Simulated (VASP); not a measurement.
# Sn: single point with PBE

Sn:

```xyz
2
Lattice="0.0000 3.2333 3.2333 3.2333 0.0000 3.2333 3.2333 3.2333 0.0000" Properties=species:S:1:pos:R:3 pbc="T T T"
Sn    4.8500    4.8500    4.8500
Sn    3.2333    3.2333    3.2333
```

This isn't the form of Sn at room conditions, which is tetragonal (white tin).

```
Program             : VASP 6.6.1
Task                : single point
Functional          : PBE
Potentials or basis : VASP PAW PBE potentials, release 64 (Sn_d)
Cutoff              : 520 eV
k mesh              : 7 × 7 × 7
Occupations         : fermi-dirac, width 0.05 eV
Spin                : no spin polarisation
```

The pressure is 3.8 GPa and the band gap on the k mesh is none (metal or under the smearing width).

Levels at points of the mesh, in eV from the Fermi level:
```
           k point  band 12  band 13  band 14  band 15  band 16  band 17
(0.00, 0.00, 0.00)    -0.55     0.10     0.10     0.10     2.18     2.18
```

Run time: 13 s on 1 thread of Intel(R) Xeon(R) Platinum 8559C (Emerald Rapids), with other jobs on the host, peak memory 0.2 GiB.
